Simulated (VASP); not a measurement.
# RbBr (Fm-3m) in VASP: further runs

Runs on RbBr. Level: r2SCAN. Tasks: single point.

Program: VASP 6.6.1. These are calculated values, not measurements. Logs are shortened: lines on timing, memory, paths and dates and some standing lists are left out, and cuts for length are marked.

**1. The structure**

The structure is cubic, space group Fm-3m (No. 225). The conventional cell has a = 6.854 Å, b = 6.854 Å, c = 6.854 Å, α = 90.00°, β = 90.00°, γ = 90.00°. Rb (site symmetry m-3m) has 6 Br at 3.43 Å as nearest neighbours. Br (site symmetry m-3m) is surrounded by 6 Rb at 3.43 Å.

**2. Single point, r2SCAN**

Input file INCAR:

```
SYSTEM = RbBr
PREC = Accurate
ENCUT = 500
EDIFF = 1E-6
ISMEAR = 0
SIGMA = 0.05
LREAL = .FALSE.
LASPH = .TRUE.
NELM = 100
ALGO = Normal
ISIF = 2
LWAVE = .FALSE.
LCHARG = .FALSE.
METAGGA = R2SCAN
LMIXTAU = .TRUE.
ADDGRID = .FALSE.
```

Input file KPOINTS:

```
Automatic mesh
0
G
  5 5 5
  0 0 0
```

Input file POSCAR:

```
RbBr
1.0
    0.0000000000      3.4270000000      3.4270000000
    3.4270000000      0.0000000000      3.4270000000
    3.4270000000      3.4270000000      0.0000000000
Rb Br
1 1
Direct
    0.0000000000      0.0000000000      0.0000000000
    0.5000000000      0.5000000000      0.5000000000
```

Potentials or basis: VASP PAW PBE potentials, release 64 (Rb_sv, Br).

Launch:

```
$ cat potpaw_PBE.64/Rb_sv/POTCAR potpaw_PBE.64/Br/POTCAR > POTCAR
$ mpirun -np 1 vasp_std > vasp.out
```

OUTCAR:

```text
SYSTEM = RbBr
   PREC = Accurate
   ENCUT = 500
   EDIFF = 1E-6
   ISMEAR = 0
   LREAL = .FALSE.
   LASPH = .TRUE.
   NELM = 100
   ISIF = 2
   METAGGA = R2SCAN

 Found     10 irreducible k-points:

 Following reciprocal coordinates:
            Coordinates               Weight
  0.000000  0.000000  0.000000      1.000000
  0.200000  0.000000  0.000000      8.000000
  0.400000  0.000000  0.000000      8.000000
  0.200000  0.200000  0.000000      6.000000
  0.400000  0.200000  0.000000     24.000000
 -0.400000  0.200000  0.000000     24.000000
   k-points           NKPTS =     10   k-points in BZ     NKDIM =     10   number of bands    NBANDS=     12
   number of dos      NEDOS =    301   number of ions     NIONS =      2
   total plane-waves  NPLWV =  46656
   dimension x,y,z NGX =    36 NGY =   36 NGZ =   36
   dimension x,y,z NGXF=    72 NGYF=   72 NGZF=   72
   ions per type =               1   1
   NGX,Y,Z   is equivalent  to a cutoff of  12.35, 12.35, 12.35 a.u.
   NGXF,Y,Z  is equivalent  to a cutoff of  24.70, 24.70, 24.70 a.u.
 SYSTEM =  RbBr
   PREC   = accura    normal or accurate (medium, high low for compatibility)
   ISTART =      0    job   : 0-new  1-cont  2-samecut
   ICHARG =      2    charge: 1-file 2-atom 10-const
   ISPIN  =      1    spin polarized calculation?
   LNONCOLLINEAR =      F non collinear calculations
   LSORBIT =      F    spin-orbit coupling
   LASPH  =      T    aspherical Exc in radial PAW
   ENCUT  =  500.0 eV  36.75 Ry    6.06 a.u.   8.84  8.84  8.84*2*pi/ulx,y,z
   NELM   =    100;   NELMIN=  2; NELMDL= -5     # of ELM steps
   EDIFF  = 0.1E-05   stopping-criterion for ELM
   LREAL  =      F    real-space projection
   EDIFFG = 0.1E-04   stopping-criterion for IOM
   NSW    =      0    number of steps for IOM
   IBRION =     -1    ionic relax: 0-MD 1-quasi-New 2-CG
   NFREE  =      0    steps in history (QN), initial steepest desc. (CG)
   ISIF   =      2    stress and relaxation
   ISYM   =      2    0-nonsym 1-usesym 2-fastsym
   POTIM  = 0.5000    time-step for ionic-motion
   TEBEG  =    0.0;   TEEND  =   0.0 temperature during run
   PSTRESS=    0.0 pullay stress
   NELECT =      16.0000    total number of electrons
   NUPDOWN=      -1.0000    fix difference up-down
   EMIN   =  10.00;   EMAX   =-10.00  energy-range for DOS
   EFERMI =   0.00;   METHOD = LEGACY
   ISMEAR =     0;   SIGMA  =   0.05  broadening in eV -4-tet -1-fermi 0-gaus
   EFERMI_NEDOS =   21; number of points for ismear=-14 and -15
   IALGO  =     38    algorithm
   IMIX   =      4    mixing-type and parameters
     AMIX     =   0.40;   BMIX     =  1.00
     AMIX_MAG =   1.60;   BMIX_MAG =  1.00
  volume/ion in A,a.u.               =      40.25       271.61
  Fermi-wavevector in a.u.,A,eV,Ry     =   0.955412  1.805467 12.419564  0.912812
  Thomas-Fermi vector in A             =   2.084247
   LORBIT       =      0    0 simple, 1 ext, 2 COOP (PROOUT), +10 PAW based schemes
   METAGGA = R2SCAN    functional components
   LHFCALC =     F    Hartree Fock is set to
   AEXX    =    0.0000 exact exchange contribution
   IVDW    =     0    specifies the selected vdW correction
   LEPSILON=     F    determine dielectric tensor
   LRPA    =     F    only Hartree local field effects (RPA)
 non-spin polarized calculation
 Gauss-broadening in eV      SIGMA  =   0.05
  energy-cutoff  :      500.00
  volume of cell :       80.50
 maximum number of plane-waves:      2085
   NGX = 17   NGY = 17   NGZ = 17

 number of electron      15.9999999 magnetization

 Free energy of the ion-electron system (eV)
  ---------------------------------------------------
  ext. energy  EPLUGINS =         0.00000000
  ---------------------------------------------------
  free energy    TOTEN  =       -31.15160932 eV

  energy without entropy =      -31.15160932  energy(sigma->0) =      -31.15160932

 E-fermi :  -1.8322     XC(G=0):  -7.6317

 val. band max:       -2.1587448049   @ k =   0.0000   0.0000   0.0000
 cond. band min:       2.8109377093   @ k =   0.0000   0.0000   0.0000
 fundamental gap:      4.9696825142
 Fermi energy:        -1.8321697202

 k-point     1 :       0.0000    0.0000    0.0000
  band No.  band energies     occupation
      1     -27.3134      2.00000
      2     -14.7721      2.00000
      3     -10.8428      2.00000
      4     -10.8428      2.00000
      5     -10.8428      2.00000
      6      -2.1587      2.00000
      7      -2.1587      2.00000
      8      -2.1587      2.00000
      9       2.8109      0.00000
     10       5.7220      0.00000
     11       5.7220      0.00000
     12       5.7220      0.00000

 k-point     2 :       0.2000    0.0000    0.0000
  band No.  band energies     occupation
      1     -27.3100      2.00000
      2     -14.7868      2.00000
      3     -10.8449      2.00000
      4     -10.8449      2.00000
      5     -10.8241      2.00000
      6      -2.5506      2.00000
      7      -2.2855      2.00000
      8      -2.2855      2.00000
      9       3.6811      0.00000
     10       5.5093      0.00000
     11       6.2107      0.00000
     12       6.2107      0.00000

 k-point     3 :       0.4000    0.0000    0.0000
  band No.  band energies     occupation
      1     -27.3045      2.00000
      2     -14.8103      2.00000
      3     -10.8484      2.00000
      4     -10.8484      2.00000
      5     -10.7941      2.00000
      6      -3.0540      2.00000
      7      -2.4762      2.00000
      8      -2.4762      2.00000
      9       4.9602      0.00000
     10       5.9142      0.00000
     11       7.5184      0.00000
     12       7.5184      0.00000

 k-point     4 :       0.2000    0.2000    0.0000
  band No.  band energies     occupation
      1     -27.3089      2.00000
      2     -14.7786      2.00000
      3     -10.8672      2.00000
      4     -10.8672      2.00000
      5     -10.8196      2.00000
      6      -2.6585      2.00000
      7      -2.2315      2.00000
      8      -2.2315      2.00000
      9       3.8050      0.00000
     10       4.8476      0.00000
     11       6.7385      0.00000
     12       6.7386      0.00000

 k-point     5 :       0.4000    0.2000    0.0000
  band No.  band energies     occupation
      1     -27.3043      2.00000
      2     -14.7781      2.00000
      3     -10.8821      2.00000
      4     -10.8772      2.00000
      5     -10.8489      2.00000
      6      -2.8511      2.00000
      7      -2.4310      2.00000
      8      -2.3635      2.00000
      9       4.7242      0.00000
     10       5.1192      0.00000
     11       7.6856      0.00000
     12       7.8867      0.00000

 k-point     6 :      -0.4000    0.2000    0.0000
  band No.  band energies     occupation
      1     -27.3025      2.00000
      2     -14.7857      2.00000
      3     -10.9176      2.00000
      4     -10.8612      2.00000
      5     -10.8225      2.00000
      6      -2.9478      2.00000
      7      -2.5015      2.00000
      8      -2.4911      2.00000
      9       5.2685      0.00000
     10       5.9000      0.00000
     11       7.4427      0.00000
     12       7.8675      0.00000

 [... further k-points ...]

------------------------ aborting loop because EDIFF is reached ----------------------------------------

  FORCE on cell =-STRESS in cart. coord.  units (eV):
  Direction    XX          YY          ZZ          XY          YZ          ZX
  --------------------------------------------------------------------------------------
  -------------------------------------------------------------------------------------
  Total        0.2464391      0.2464391      0.2464391      0.0000000      0.0000000      0.0000000
  in kB        4.9050994      4.9050994      4.9050994      0.0000000      0.0000000      0.0000000
  external PRESSURE =       4.9050994 kB  Pullay stress =       0.0000000 kB

 VOLUME and BASIS-vectors are now :
 -----------------------------------------------------------------------------
  energy-cutoff  :      500.00
  volume of cell :       80.50
      direct lattice vectors                 reciprocal lattice vectors
     0.000000000  3.427000000  3.427000000    -0.145900204  0.145900204  0.145900204
     3.427000000  0.000000000  3.427000000     0.145900204 -0.145900204  0.145900204
     3.427000000  3.427000000  0.000000000     0.145900204  0.145900204 -0.145900204

 POSITION                                       TOTAL-FORCE (eV/Angst)
 -----------------------------------------------------------------------------------
      0.00000      0.00000      0.00000        -0.000000      0.000000     -0.000000
      3.42700      3.42700      3.42700         0.000000     -0.000000      0.000000
 -----------------------------------------------------------------------------------
    total drift:                                0.000000      0.000000      0.000000

  FREE ENERGIE OF THE ION-ELECTRON SYSTEM (eV)
  ---------------------------------------------------
  free  energy   TOTEN  =       -31.1516093177 eV

  energy  without entropy=      -31.1516093177  energy(sigma->0) =      -31.15160932
```

It took 87 s on 1 thread of AMD EPYC 7R13 (Zen 3), shared host; peak memory 0.18 GiB.

These settings aren't checked as converged: the numbers below hold their error.

What came out:

```
Free energy            : -31.1516 eV
Pressure               : 0.5 GPa
Band gap on the k mesh : 4.97 eV, direct
```

Caveat: the PAW data sets were made with another functional, which shifts forces and pressure a little.

**3. Single point, r2SCAN**

INCAR: that of step 2 with these lines changed.

```diff
@@ -2,3 +2,3 @@
 PREC = Accurate
-ENCUT = 500
+ENCUT = 350
 EDIFF = 1E-6
```

Input file KPOINTS:

```
Automatic mesh
0
G
  6 6 6
  0 0 0
```

POSCAR is that of step 2.

Potentials or basis: VASP PAW PBE potentials, release 64 (Rb_sv, Br).

Launch:

```
$ cat potpaw_PBE.64/Rb_sv/POTCAR potpaw_PBE.64/Br/POTCAR > POTCAR
$ mpirun -np 1 vasp_std > vasp.out
```

OUTCAR:

```text
SYSTEM = RbBr
   PREC = Accurate
   ENCUT = 350
   EDIFF = 1E-6
   ISMEAR = 0
   LREAL = .FALSE.
   LASPH = .TRUE.
   NELM = 100
   ISIF = 2
   METAGGA = R2SCAN

 Found     16 irreducible k-points:

 Following reciprocal coordinates:
            Coordinates               Weight
  0.000000  0.000000  0.000000      1.000000
  0.166667  0.000000  0.000000      8.000000
  0.333333  0.000000  0.000000      8.000000
  0.500000  0.000000  0.000000      4.000000
  0.166667  0.166667  0.000000      6.000000
  0.333333  0.166667  0.000000     24.000000
   k-points           NKPTS =     16   k-points in BZ     NKDIM =     16   number of bands    NBANDS=     12
   number of dos      NEDOS =    301   number of ions     NIONS =      2
   total plane-waves  NPLWV =  27000
   dimension x,y,z NGX =    30 NGY =   30 NGZ =   30
   dimension x,y,z NGXF=    60 NGYF=   60 NGZF=   60
   ions per type =               1   1
   NGX,Y,Z   is equivalent  to a cutoff of  10.29, 10.29, 10.29 a.u.
   NGXF,Y,Z  is equivalent  to a cutoff of  20.58, 20.58, 20.58 a.u.
 SYSTEM =  RbBr
   PREC   = accura    normal or accurate (medium, high low for compatibility)
   ISTART =      0    job   : 0-new  1-cont  2-samecut
   ICHARG =      2    charge: 1-file 2-atom 10-const
   ISPIN  =      1    spin polarized calculation?
   LNONCOLLINEAR =      F non collinear calculations
   LSORBIT =      F    spin-orbit coupling
[... 72 lines left out ...]
     11       5.7217      0.00000
     12       5.7217      0.00000
[... 61 lines left out ...]
 k-point     6 :       0.3333    0.1667    0.0000
  band No.  band energies     occupation
      1     -27.3054      2.00000
      2     -14.7842      2.00000
      3     -10.8704      2.00000
      4     -10.8674      2.00000
      5     -10.8289      2.00000
      6      -2.8120      2.00000
      7      -2.3714      2.00000
      8      -2.3220      2.00000
      9       4.5023      0.00000
     10       4.9187      0.00000
     11       7.1954      0.00000
     12       7.3794      0.00000

 [... further k-points ...]

------------------------ aborting loop because EDIFF is reached ----------------------------------------

  FORCE on cell =-STRESS in cart. coord.  units (eV):
  Direction    XX          YY          ZZ          XY          YZ          ZX
  --------------------------------------------------------------------------------------
  -------------------------------------------------------------------------------------
  Total        0.2364333      0.2364333      0.2364333      0.0000000      0.0000000      0.0000000
  in kB        4.7059458      4.7059458      4.7059458      0.0000000      0.0000000      0.0000000
  external PRESSURE =       4.7059458 kB  Pullay stress =       0.0000000 kB

 VOLUME and BASIS-vectors are now :
 -----------------------------------------------------------------------------
  energy-cutoff  :      350.00
  volume of cell :       80.50
      direct lattice vectors                 reciprocal lattice vectors
     0.000000000  3.427000000  3.427000000    -0.145900204  0.145900204  0.145900204
     3.427000000  0.000000000  3.427000000     0.145900204 -0.145900204  0.145900204
     3.427000000  3.427000000  0.000000000     0.145900204  0.145900204 -0.145900204

 POSITION                                       TOTAL-FORCE (eV/Angst)
 -----------------------------------------------------------------------------------
      0.00000      0.00000      0.00000        -0.000000     -0.000000     -0.000000
      3.42700      3.42700      3.42700         0.000000      0.000000      0.000000
 -----------------------------------------------------------------------------------
    total drift:                                0.000000      0.000000      0.000000

  FREE ENERGIE OF THE ION-ELECTRON SYSTEM (eV)
  ---------------------------------------------------
  free  energy   TOTEN  =       -31.1505921336 eV

  energy  without entropy=      -31.1505921336  energy(sigma->0) =      -31.15059213
```

OSZICAR:

```text
N       E                     dE             d eps       ncg     rms          rms(c)
DAV:   1     0.449375008919E+02    0.44938E+02   -0.53948E+03   384   0.838E+02
DAV:   2    -0.312275364454E+02   -0.76165E+02   -0.72057E+02   540   0.178E+02
DAV:   3    -0.355999052302E+02   -0.43724E+01   -0.43590E+01   472   0.456E+01
[... 12 lines left out ...]
DAV:  16    -0.311505630458E+02   -0.24455E-04   -0.76045E-05   420   0.791E-02    0.513E-03
DAV:  17    -0.311505850322E+02   -0.21986E-04   -0.10451E-05   444   0.363E-02    0.320E-03
DAV:  18    -0.311505821402E+02    0.28920E-05   -0.68539E-06   424   0.330E-02    0.197E-03
DAV:  19    -0.311505919086E+02   -0.97684E-05   -0.26210E-06   444   0.173E-02    0.443E-04
DAV:  20    -0.311505921336E+02   -0.22498E-06   -0.83186E-08   312   0.291E-03
   1 F= -.31150592E+02 E0= -.31150592E+02  d E =-.580759E-19
```

stdout:

```text
POSCAR found type information on POSCAR RbBr
 POSCAR found :  2 types and       2 ions
 scaLAPACK will be used
 -----------------------------------------------------------------------------
|                                                                             |
|                                                                             |
|     You enforced a specific xc type in the INCAR file but a different       |
|     I HOPE YOU KNOW WHAT YOU ARE DOING!                                     |
|                                                                             |
 -----------------------------------------------------------------------------

 LDA part: xc-table for (None), standard interpolation
 POSCAR, INCAR and KPOINTS ok, starting setup
 FFT: planning ... GRIDC
 FFT: planning ... GRID_SOFT
 FFT: planning ... GRID
 WAVECAR not read
 entering main loop
```

Wall time 73 s (1 thread of AMD EPYC 7R13 (Zen 3), shared host); peak memory 0.14 GiB.

The run converged, but some of its settings lie outside the range that counts as converged, so its numbers aren't taken as properties of the crystal.

What came out:

```
Free energy            : -31.1506 eV
Pressure               : 0.5 GPa
Band gap on the k mesh : 4.97 eV, direct
```

Caveat: the PAW data sets were made with another functional, which shifts forces and pressure a little.

**4. Single point, r2SCAN**

INCAR: that of step 3 with these lines changed.

```diff
@@ -2,3 +2,3 @@
 PREC = Accurate
-ENCUT = 350
+ENCUT = 400
 EDIFF = 1E-6
```

KPOINTS is that of step 3.

POSCAR is that of step 3.

Launch:

```
$ cat potpaw_PBE.64/Rb_sv/POTCAR potpaw_PBE.64/Br/POTCAR > POTCAR
$ mpirun -np 1 vasp_std > vasp.out
```

Run time: 79 s. Hardware: 1 thread of AMD EPYC 7R13 (Zen 3), shared host; peak memory 0.14 GiB.

The run converged, but some of its settings lie outside the range that counts as converged, so its numbers aren't taken as properties of the crystal.

What came out:

```
Free energy            : -31.1515 eV
Pressure               : 0.5 GPa
Band gap on the k mesh : 4.97 eV, direct
```

Caveat: the PAW data sets were made with another functional, which shifts forces and pressure a little.

**5. Single point, r2SCAN**

INCAR: that of step 4 with these lines changed.

```diff
@@ -2,3 +2,3 @@
 PREC = Accurate
-ENCUT = 400
+ENCUT = 600
 EDIFF = 1E-6
```

Input file KPOINTS:

```
Automatic mesh
0
G
  5 5 5
  0 0 0
```

POSCAR is that of step 4.

Launch:

```
$ cat potpaw_PBE.64/Rb_sv/POTCAR potpaw_PBE.64/Br/POTCAR > POTCAR
$ mpirun -np 1 vasp_std > vasp.out
```

Run time: 99 s. Hardware: 1 thread of AMD EPYC 7R13 (Zen 3), shared host; peak memory 0.22 GiB.

These settings aren't checked as converged: the numbers below hold their error.

Results:

```
Free energy            : -31.1521 eV
Pressure               : 0.5 GPa
Band gap on the k mesh : 4.97 eV, direct
```

Caveat: the PAW data sets were made with another functional, which shifts forces and pressure a little.

**6. The reference run**

An earlier run on the cell as given: functional PBE; potentials or basis VASP PAW PBE potentials, release 64 (Rb_sv, Br); cutoff 520 eV; k mesh 7 × 7 × 7; occupations fermi-dirac, width 0.05 eV; no spin polarisation.

- Pressure: 1.0 GPa
- Band gap on the k mesh: 4.36 eV, direct
